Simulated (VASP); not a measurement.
# PbO2 (Fm-3m) in VASP: settings compared

The runs below take PbO2 through single point, with PBE, HSE06.

Program: VASP 6.6.1. These are calculated values, not measurements. Logs are shortened: lines on timing, memory, paths and dates and some standing lists are left out, and cuts for length are marked.

## (1) The structure

Symmetry: Fm-3m, No. 225, cubic system. Conventional cell: a = 5.316 Å, b = 5.316 Å, c = 5.316 Å, α = 90.00°, β = 90.00°, γ = 90.00°. Around Pb (site symmetry m-3m) lie 8 O at 2.30 Å. O (site symmetry -43m) is surrounded by 4 Pb at 2.30 Å.

The cell was built by a generator and needn't be a form met in nature.

## (2) Single point, PBE

Input file INCAR:

```
SYSTEM = PbO2
ALGO = Fast
EDIFF = 1E-6
ENCUT = 520
GGA = PE
ISIF = 2
ISMEAR = -1
LASPH = .TRUE.
LCHARG = .TRUE.
LELF = .TRUE.
LREAL = .FALSE.
LVHAR = .TRUE.
LWAVE = .FALSE.
NBANDS = 20
NELM = 80
PREC = Accurate
SIGMA = 0.02
```

Input file KPOINTS:

```
k-points
0
G
  6 6 6
  0 0 0
```

Input file POSCAR:

```
PbO2
1.0
    0.0000000000      2.6581699301      2.6581699301
    2.6581699301      0.0000000000      2.6581699301
    2.6581699301      2.6581699301      0.0000000000
Pb O
1 2
Direct
    0.0000000000      0.0000000000      0.0000000000
    0.2500000000      0.2500000000      0.2500000000
    0.7500000000      0.7500000000      0.7500000000
```

Potentials or basis: VASP PAW PBE potentials, release 64 (Pb_d, O).

Launch:

```bash
cat potpaw_PBE.64/Pb_d/POTCAR potpaw_PBE.64/O/POTCAR > POTCAR
mpirun -np 1 vasp_std > vasp.out
```

OUTCAR:

```text
SYSTEM = PbO2
   EDIFF = 1E-6
   ENCUT = 520
   GGA = PE
   ISIF = 2
   ISMEAR = -1
   LASPH = .TRUE.
   LREAL = .FALSE.
   NELM = 80
   PREC = Accurate

 ion  position               nearest neighbor table
   1  0.000  0.000  0.000-   3 2.30   3 2.30   3 2.30   2 2.30   3 2.30   2 2.30   2 2.30   2 2.30

   2  0.250  0.250  0.250-   1 2.30   1 2.30   1 2.30   1 2.30
   3  0.750  0.750  0.750-   1 2.30   1 2.30   1 2.30   1 2.30

  LATTYP: Found a face centered cubic cell.
 ALAT       =     5.3163398602

  Lattice vectors:

 A1 = (   0.0000000000,   2.6581699301,   2.6581699301)
 A2 = (   2.6581699301,   0.0000000000,   2.6581699301)
 A3 = (   2.6581699301,   2.6581699301,   0.0000000000)

Analysis of symmetry for initial positions (statically):
=====================================================================
 Subroutine PRICEL returns:
 Original cell was already a primitive cell.

 Routine SETGRP: Setting up the symmetry group for a
 face centered cubic supercell.

 Subroutine GETGRP returns: Found 48 space group operations
 (whereof 48 operations were pure point group operations)
 out of a pool of 48 trial point group operations.

The static configuration has the point symmetry O_h .

Analysis of symmetry for dynamics (positions and initial velocities):
=====================================================================
 Subroutine PRICEL returns:
 Original cell was already a primitive cell.

 Routine SETGRP: Setting up the symmetry group for a
 face centered cubic supercell.

 Subroutine GETGRP returns: Found 48 space group operations
 (whereof 48 operations were pure point group operations)
 out of a pool of 48 trial point group operations.

The dynamic configuration has the point symmetry O_h .

 Subroutine INISYM returns: Found 48 space group operations
 (whereof 48 operations are pure point group operations),
 and found     1 'primitive' translations

----------------------------------------------------------------------------------------

                                     Primitive cell

  volume of cell :      37.5646

  direct lattice vectors                    reciprocal lattice vectors
     0.000000000  2.658169930  2.658169930    -0.188099336  0.188099336  0.188099336
     2.658169930  0.000000000  2.658169930     0.188099336 -0.188099336  0.188099336
     2.658169930  2.658169930  0.000000000     0.188099336  0.188099336 -0.188099336

  length of vectors
     3.759219966  3.759219966  3.759219966     0.325797608  0.325797608  0.325797608

  position of ions in fractional coordinates (direct lattice)
     0.000000000  0.000000000  0.000000000
     0.250000000  0.250000000  0.250000000
     0.750000000  0.750000000  0.750000000

  ion indices of the primitive-cell ions
   primitive index   ion index
                 1           1
                 2           2
                 3           3

----------------------------------------------------------------------------------------

 KPOINTS: k-points

Automatic generation of k-mesh.
 Grid dimensions read from file:
 generate k-points for:    6    6    6

 Generating k-lattice:

  Cartesian coordinates                     Fractional coordinates (reciprocal lattice)
    -0.031349889  0.031349889  0.031349889     0.166666667  0.000000000  0.000000000
     0.031349889 -0.031349889  0.031349889     0.000000000  0.166666667  0.000000000
     0.031349889  0.031349889 -0.031349889     0.000000000  0.000000000  0.166666667

  Length of vectors
     0.054299601  0.054299601  0.054299601

  Shift w.r.t. Gamma in fractional coordinates (k-lattice)
     0.000000000  0.000000000  0.000000000

 Subroutine IBZKPT returns following result:
 ===========================================

 Found     16 irreducible k-points:

 Following reciprocal coordinates:
            Coordinates               Weight
  0.000000  0.000000  0.000000      1.000000
  0.166667  0.000000  0.000000      8.000000
  0.333333  0.000000  0.000000      8.000000
  0.500000  0.000000  0.000000      4.000000
  0.166667  0.166667  0.000000      6.000000
  0.333333  0.166667  0.000000     24.000000
[... 8 lines left out ...]
 -0.333333  0.333333  0.166667     24.000000
 -0.333333  0.500000  0.166667     12.000000
   k-points           NKPTS =     16   k-points in BZ     NKDIM =     16   number of bands    NBANDS=     20
   number of dos      NEDOS =    301   number of ions     NIONS =      3
   total plane-waves  NPLWV =  21952
   dimension x,y,z NGX =    28 NGY =   28 NGZ =   28
   dimension x,y,z NGXF=    56 NGYF=   56 NGZF=   56
   ions per type =               1   2
   NGX,Y,Z   is equivalent  to a cutoff of  12.38, 12.38, 12.38 a.u.
   NGXF,Y,Z  is equivalent  to a cutoff of  24.77, 24.77, 24.77 a.u.
 SYSTEM =  PbO2
   PREC   = accura    normal or accurate (medium, high low for compatibility)
   ISTART =      0    job   : 0-new  1-cont  2-samecut
   ICHARG =      2    charge: 1-file 2-atom 10-const
   ISPIN  =      1    spin polarized calculation?
   LNONCOLLINEAR =      F non collinear calculations
   LSORBIT =      F    spin-orbit coupling
   LASPH  =      T    aspherical Exc in radial PAW
   ENCUT  =  520.0 eV  38.22 Ry    6.18 a.u.   6.99  6.99  6.99*2*pi/ulx,y,z
   NELM   =     80;   NELMIN=  2; NELMDL= -5     # of ELM steps
   EDIFF  = 0.1E-05   stopping-criterion for ELM
   LREAL  =      F    real-space projection
   EDIFFG = 0.1E-04   stopping-criterion for IOM
   NSW    =      0    number of steps for IOM
   IBRION =     -1    ionic relax: 0-MD 1-quasi-New 2-CG
   NFREE  =      0    steps in history (QN), initial steepest desc. (CG)
   ISIF   =      2    stress and relaxation
   ISYM   =      2    0-nonsym 1-usesym 2-fastsym
   POTIM  = 0.5000    time-step for ionic-motion
   TEBEG  =    0.0;   TEEND  =   0.0 temperature during run
   PSTRESS=    0.0 pullay stress
   NELECT =      26.0000    total number of electrons
   NUPDOWN=      -1.0000    fix difference up-down
   EMIN   =  10.00;   EMAX   =-10.00  energy-range for DOS
   EFERMI =   0.00;   METHOD = LEGACY
   ISMEAR =    -1;   SIGMA  =   0.02  broadening in eV -4-tet -1-fermi 0-gaus
   EFERMI_NEDOS =   21; number of points for ismear=-14 and -15
   IALGO  =     68    algorithm
   IMIX   =      4    mixing-type and parameters
     AMIX     =   0.40;   BMIX     =  1.00
     AMIX_MAG =   1.60;   BMIX_MAG =  1.00
  volume/ion in A,a.u.               =      12.52        84.50
  Fermi-wavevector in a.u.,A,eV,Ry     =   1.448127  2.736563 28.532380  2.097071
  Thomas-Fermi vector in A             =   2.566003
   LORBIT       =      0    0 simple, 1 ext, 2 COOP (PROOUT), +10 PAW based schemes
   GGA     = PE    functional components
   LHFCALC =     F    Hartree Fock is set to
   AEXX    =    0.0000 exact exchange contribution
   IVDW    =     0    specifies the selected vdW correction
   LEPSILON=     F    determine dielectric tensor
   LRPA    =     F    only Hartree local field effects (RPA)
 non-spin polarized calculation
 RMM-DIIS sequential band-by-band and
  energy-cutoff  :      520.00
  volume of cell :       37.56
 maximum number of plane-waves:      1020
   NGX = 13   NGY = 13   NGZ = 13

 number of electron      26.0000018 magnetization

 Free energy of the ion-electron system (eV)
  ---------------------------------------------------
  ext. energy  EPLUGINS =         0.00000000
  ---------------------------------------------------
  free energy    TOTEN  =       -15.56143070 eV

  energy without entropy =      -15.56079240  energy(sigma->0) =      -15.56111155

 E-fermi :   6.3201     XC(G=0): -11.4116

 val. band max:        6.2721263791   @ k =  -0.3333   0.5000   0.1667
 cond. band min:       6.7807266488   @ k =   0.1667   0.1667   0.0000
 fundamental gap:      0.5086002697
 Fermi energy:         6.3200977905

 k-point     1 :       0.0000    0.0000    0.0000
  band No.  band energies     occupation
      1     -12.6290      2.00000
      2      -9.5037      2.00000
      3      -9.4885      2.00000
      4      -9.4885      2.00000
      5      -9.4885      2.00000
      6      -9.2000      2.00000
[... 12 lines left out ...]
     19      22.1253      0.00000
     20      22.1253      0.00000

 k-point     2 :       0.1667    0.0000    0.0000
  band No.  band energies     occupation
      1     -12.3969      2.00000
      2     -10.4370      2.00000
      3      -9.4527      2.00000
      4      -9.4527      2.00000
      5      -9.2009      2.00000
      6      -9.2009      2.00000
[... 12 lines left out ...]
     19      21.9404      0.00000
     20      21.9404      0.00000

 k-point     3 :       0.3333    0.0000    0.0000
  band No.  band energies     occupation
      1     -11.9820      2.00000
      2     -10.8880      2.00000
      3      -9.4076      2.00000
      4      -9.4076      2.00000
      5      -9.1731      2.00000
      6      -9.1731      2.00000
[... 12 lines left out ...]
     19      21.7342      0.00000
     20      21.7343      0.00000

 k-point     4 :       0.5000    0.0000    0.0000
  band No.  band energies     occupation
      1     -11.9144      2.00000
      2     -10.7809      2.00000
      3      -9.4009      2.00000
      4      -9.4009      2.00000
      5      -9.1418      2.00000
      6      -9.1418      2.00000
[... 12 lines left out ...]
     19      21.6488      0.00000
     20      21.6488      0.00000

 k-point     5 :       0.1667    0.1667    0.0000
  band No.  band energies     occupation
      1     -12.3094      2.00000
      2     -10.6220      2.00000
      3      -9.4178      2.00000
      4      -9.4178      2.00000
      5      -9.2315      2.00000
      6      -9.1811      2.00000
[... 12 lines left out ...]
     19      22.0506      0.00000
     20      22.2008      0.00000
[... 169 lines left out ...]
      6      -9.1240      2.00000
[... 12 lines left out ...]
     19      22.5342      0.00000
     20      23.5304      0.00000

 k-point    14 :       0.5000    0.3333    0.1667
  band No.  band energies     occupation
      1     -11.5693      2.00000
      2     -11.3924      2.00000
      3      -9.2889      2.00000
      4      -9.2750      2.00000
      5      -9.1867      2.00000
      6      -8.9145      2.00000
[... 12 lines left out ...]
     19      22.2256      0.00000
     20      24.2598      0.00000

 k-point    15 :      -0.3333    0.3333    0.1667
  band No.  band energies     occupation
      1     -11.5870      2.00000
      2     -11.3397      2.00000
      3      -9.2798      2.00000
      4      -9.2520      2.00000
      5      -9.1685      2.00000
      6      -8.4479      2.00000
[... 12 lines left out ...]
     19      22.2843      0.00000
     20      24.2717      0.00000

 k-point    16 :      -0.3333    0.5000    0.1667
  band No.  band energies     occupation
      1     -11.5970      2.00000
      2     -11.3026      2.00000
      3      -9.3117      2.00000
      4      -9.1850      2.00000
      5      -9.1602      2.00000
      6      -8.6835      2.00000
[... 12 lines left out ...]
     19      23.1125      0.00000
     20      23.3365      0.00000

------------------------ aborting loop because EDIFF is reached ----------------------------------------

  FORCE on cell =-STRESS in cart. coord.  units (eV):
  Direction    XX          YY          ZZ          XY          YZ          ZX
  --------------------------------------------------------------------------------------
  -------------------------------------------------------------------------------------
  Total        1.8152242      1.8152242      1.8152242      0.0000000     -0.0000000      0.0000000
  in kB       77.4216867     77.4216867     77.4216867      0.0000000     -0.0000000      0.0000000
  external PRESSURE =      77.4216867 kB  Pullay stress =       0.0000000 kB

 VOLUME and BASIS-vectors are now :
 -----------------------------------------------------------------------------
  energy-cutoff  :      520.00
  volume of cell :       37.56
      direct lattice vectors                 reciprocal lattice vectors
     0.000000000  2.658169930  2.658169930    -0.188099336  0.188099336  0.188099336
     2.658169930  0.000000000  2.658169930     0.188099336 -0.188099336  0.188099336
     2.658169930  2.658169930  0.000000000     0.188099336  0.188099336 -0.188099336

 POSITION                                       TOTAL-FORCE (eV/Angst)
 -----------------------------------------------------------------------------------
      0.00000      0.00000      0.00000        -0.000000     -0.000000     -0.000000
      1.32908      1.32908      1.32908        -0.000000     -0.000000     -0.000000
      3.98725      3.98725      3.98725         0.000000      0.000000      0.000000
 -----------------------------------------------------------------------------------
    total drift:                                0.000000     -0.000000      0.000000

  FREE ENERGIE OF THE ION-ELECTRON SYSTEM (eV)
  ---------------------------------------------------
  free  energy   TOTEN  =       -15.5614307042 eV

  energy  without entropy=      -15.5607923965  energy(sigma->0) =      -15.56111155
```

It took 12 s on 1 thread of Intel Xeon Platinum 8488C (Sapphire Rapids), shared host; peak memory 0.15 GiB.

Results:

```
Free energy            : -15.5614 eV
Pressure               : 7.7 GPa
Band gap on the k mesh : none (metal or under the smearing width)
```

The run has no spin-orbit coupling, so splittings on Pb are missing.

## (3) Single point, HSE06

POSCAR is that of step 2.

Input file INCAR.step1:

```
PREC     = Accurate       # precision mode
ENCUT    = 520            # plane-wave cutoff, eV
EDIFF    = 1E-5           # SCF threshold, eV
ISMEAR   = -1             # smearing method
SIGMA    = 0.02           # smearing width, eV
LREAL    = F              # projectors in reciprocal space
LASPH    = T              # aspherical terms in the spheres
NELM     = 100            # most SCF steps
ALGO     = Normal         # electronic algorithm
ISIF     = 2              # what is computed and relaxed
LWAVE    = T              # write WAVECAR
LCHARG   = F              # write CHGCAR
NBANDS   = 20             # bands
GGA      = PE             # functional
```

Input file INCAR.step2:

```
PREC     = Accurate       # precision mode
ENCUT    = 520            # plane-wave cutoff, eV
EDIFF    = 1E-6           # SCF threshold, eV
ISMEAR   = -1             # smearing method
SIGMA    = 0.02           # smearing width, eV
LREAL    = F              # projectors in reciprocal space
LASPH    = T              # aspherical terms in the spheres
NELM     = 100            # most SCF steps
ALGO     = Normal         # electronic algorithm
ISIF     = 2              # what is computed and relaxed
LWAVE    = F              # write WAVECAR
LCHARG   = F              # write CHGCAR
GGA      = PE             # functional
LHFCALC  = T              # exact exchange
HFSCREEN = 0.2079         # screening, 1/A
PRECFOCK = Normal       
NBANDS   = 20             # bands
ISTART   = 1
```

Input file KPOINTS:

```
regular mesh
0
Gamma
  4 4 4
```

Potentials or basis: VASP PAW PBE potentials, release 64 (Pb_d, O).

Launch:

```bash
cat potpaw_PBE.64/Pb_d/POTCAR potpaw_PBE.64/O/POTCAR > POTCAR
cp INCAR.step1 INCAR
mpirun -np 1 vasp_std > vasp.out
cp INCAR.step2 INCAR
mpirun -np 1 vasp_std > vasp.out
```

Run time: 10 min. Hardware: 1 thread of Intel Xeon Platinum 8488C (Sapphire Rapids), shared host; peak memory 0.27 GiB.

Results (log left out):

```yaml
Free_energy: -19.9342 eV
Pressure: -3.7 GPa
Band_gap_on_the_k_mesh: none (metal or under the smearing width)
```

Levels at points of the mesh, in eV from the Fermi level:
| k point | band 9 | band 10 | band 11 | band 12 | band 13 | band 14 | band 15 | band 16 | band 17 | band 18 |
| --- | --- | --- | --- | --- | --- | --- | --- | --- | --- | --- |
| (0.00, 0.00, 0.00) | -2.34 | -2.34 | -1.51 | -1.44 | -1.44 | -1.44 | 8.57 | 8.57 | 8.57 | 13.51 |
| (0.50, 0.00, 0.00) | -3.81 | -3.26 | -3.26 | -1.70 | -1.70 | 4.12 | 8.84 | 11.60 | 11.60 | 16.48 |
| (0.50, 0.50, 0.00) | -5.21 | -5.21 | -0.40 | -0.22 | -0.22 | 3.10 | 7.94 | 11.07 | 13.24 | 13.24 |

Caveat: the k mesh is coarse (spacing up to 0.51 Å⁻¹), so the values aren't converged, least of all with exact exchange; the PAW data sets were made with another functional, which shifts forces and pressure a little.
